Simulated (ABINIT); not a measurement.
Write the native input for ABINIT 10.8.3 (patched build) that does the following.

- Task: single point
- Functional: PBE
- Potentials or basis: JTH PAW PBE v2.0
- Cutoff: 544 eV
- k mesh: 8 × 8 × 8
- Occupations: fermi-dirac, width 0.05 eV
- Spin: no spin polarisation
- Fine-grid cutoff: 1088.46 eV
- Exchange and correlation inside the PAW spheres: full angular mesh (pawxcdev 0, this build's default; the released program takes 1)

ZrC:

```xyz
2
Lattice="0.0000 2.3650 2.3650 2.3650 0.0000 2.3650 2.3650 2.3650 0.0000" Properties=species:S:1:pos:R:3 pbc="T T T"
Zr    2.3650    2.3650    2.3650
C     0.0000    0.0000    0.0000
```

One way to write it, as run:

run.abi

```
# Pseudopotentials
pp_dirpath "./"
pseudos "Zr.GGA_PBE-JTH.xml, C.GGA_PBE-JTH.xml"

# Structure
acell 3*1.0
rprim
     0.0000000000     4.4692022847     4.4692022847
     4.4692022847     0.0000000000     4.4692022847
     4.4692022847     4.4692022847     0.0000000000
ntypat 2
znucl 40 6
natom 2
typat 1 2
xred
     0.5000000000     0.5000000000     0.5000000000
     0.0000000000     0.0000000000     0.0000000000

# Plane-wave basis
ecut 20.0
pawecutdg 40.0

# k points
kptopt 1
ngkpt 8 8 8
nshiftk 1
shiftk 0.0 0.0 0.0

# Exchange and correlation
ixc 11

# Bands and occupations
nband 12
occopt 3
tsmear 0.00183747

# SCF cycle
nstep 100
tolvrs 1.0e-9

# Output
iomode 3
prtwf 0
prteig 0
prtebands 0
enunit 1
prtden 1
prtvha 1
prtvclmb 1
prtpot 1
```

Potentials or basis: JTH PAW PBE v2.0.

Run with:

```console
$ abinit run.abi > log 2>&1
```

Results of the run:

```yaml
Pressure: -3.2 GPa
Band_gap_on_the_k_mesh: none (metal or under the smearing width)
Valence_electrons_inside_the_program's_atomic_spheres: Zr 9.02; C 2.38
```

Run time: 8.4 s on 1 thread of Arm Neoverse V2, with other jobs on the host, peak memory 0.13 GiB.
